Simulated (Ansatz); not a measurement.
Input of an Ansatz 0.2.0 run:

input.yaml

```yaml
crystal:
  lattice:
    - [4.006, 0.0, 0.0]
    - [0.0, 4.006, 0.0]
    - [0.0, 0.0, 4.006]
  atoms:
    - { symbol: Ba, position: [0.5, 0.5, 0.5] }
    - { symbol: Ti, position: [0.0, 0.0, 0.0] }
    - { symbol: O, position: [0.0, 0.0, 0.5] }
    - { symbol: O, position: [0.0, 0.5, 0.0] }
    - { symbol: O, position: [0.5, 0.0, 0.0] }
hamiltonian:
  xc: pbe
  pseudopotentials: { kind: paw }
kpoints:
  mp_grid: { grid: [7, 7, 7] }
scf:
  occupations: { method: fermi_dirac, width: 0.05 }
output:
  forces: true
  stress: true
  eigenvalues: true
```

Potentials or basis: Ansatz PAW.

Launch:

```console
$ ansatz run input.yaml --threads 2 --pin off --max-ram 5120MiB --backend cpu --events-out ev --progress --plain --runs-dir out
```

**Question.** Predict the pressure.

**Answer.** 1.7 GPa.

**Question.** Predict the band gap on the k mesh.

**Answer.** 1.87 eV, indirect (least direct gap 1.91 eV).

Caveat: odd divisions of the mesh miss points on the zone boundary, where band edges often lie, so the gap on the mesh can be too wide; the pressure holds a Pulay correction of +0.5 GPa for the finite cutoff; spin-orbit coupling is left out, which moves the levels of the heavy elements. A k mesh can miss the band edges.
